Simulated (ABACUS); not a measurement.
Ta:

```xyz
1
Lattice="1.6513 1.6513 1.6513 -1.6513 1.6513 1.6513 -1.6513 -1.6513 1.6513" Properties=species:S:1:pos:R:3 pbc="T T T"
Ta    0.0000    0.0000    0.0000
```

```yaml
Program: ABACUS 3.10.1
Task: relaxation of cell and atoms
Functional: LDA-PW92
Potentials_or_basis: GBRV ultrasoft 1.5 LDA
Cutoff: 544 eV
Density_cutoff: 4354 eV
Basis: plane waves
k_mesh: 9 × 9 × 9
Occupations: fermi-dirac, width 0.05 eV
Spin: no spin polarisation
```

At the start: pressure -11.5 GPa; volume 18.01 Å³/atom.

**Question.** Where does the relaxation end?

**Answer.** Over 45 steps the energy falls by 38.4 meV/atom and the volume is 17.00 Å³/atom (-5.6 %); space group Im-3m (No. 229, to 0.05 Å).

Step by step:
| step | energy change (eV) | largest force (eV/Å) | pressure (GPa) | volume (Å³) |
| --- | --- | --- | --- | --- |
| 1 | 0.0000 | 0.0000 | -11.49 | 18.01 |
| 3 | -0.0383 | 0.0000 | -0.90 | 17.06 |
| 5 | -0.0384 | 0.0000 | -0.13 | 17.01 |
| 7 | -0.0384 | 0.0000 | -0.11 | 17.00 |
| 9 | -0.0384 | 0.0000 | -0.11 | 17.00 |
| 11 | -0.0384 | 0.0000 | -0.11 | 17.00 |
| 13 | -0.0384 | 0.0000 | -0.09 | 17.00 |
| 15 | -0.0384 | 0.0000 | -0.10 | 17.00 |
| 17 | -0.0384 | 0.0000 | -0.08 | 17.00 |
| 19 | -0.0384 | 0.0000 | -0.09 | 17.00 |
| 21 | -0.0384 | 0.0000 | -0.11 | 17.00 |
| 23 | -0.0384 | 0.0000 | -0.09 | 17.00 |
| 25 | -0.0384 | 0.0000 | -0.10 | 17.00 |
| 27 | -0.0384 | 0.0000 | -0.08 | 17.00 |
| 29 | -0.0384 | 0.0000 | -0.10 | 17.00 |
| 31 | -0.0384 | 0.0000 | -0.07 | 17.00 |
| 33 | -0.0384 | 0.0000 | -0.07 | 17.00 |
| 35 | -0.0384 | 0.0000 | -0.05 | 17.00 |
| 37 | -0.0384 | 0.0000 | -0.06 | 17.00 |
| 39 | -0.0384 | 0.0000 | -0.08 | 17.00 |
| 41 | -0.0384 | 0.0000 | -0.06 | 17.00 |
| 43 | -0.0384 | 0.0000 | -0.07 | 17.00 |
| 45 | -0.0384 | 0.0000 | -0.05 | 17.00 |

Final structure:
```
Ta
1.0
     1.61983    1.61983    1.61983
    -1.61983    1.61983    1.61983
    -1.61983   -1.61983    1.61983
Ta
1
Cartesian
  0.0000 0.0000 0.0000
```
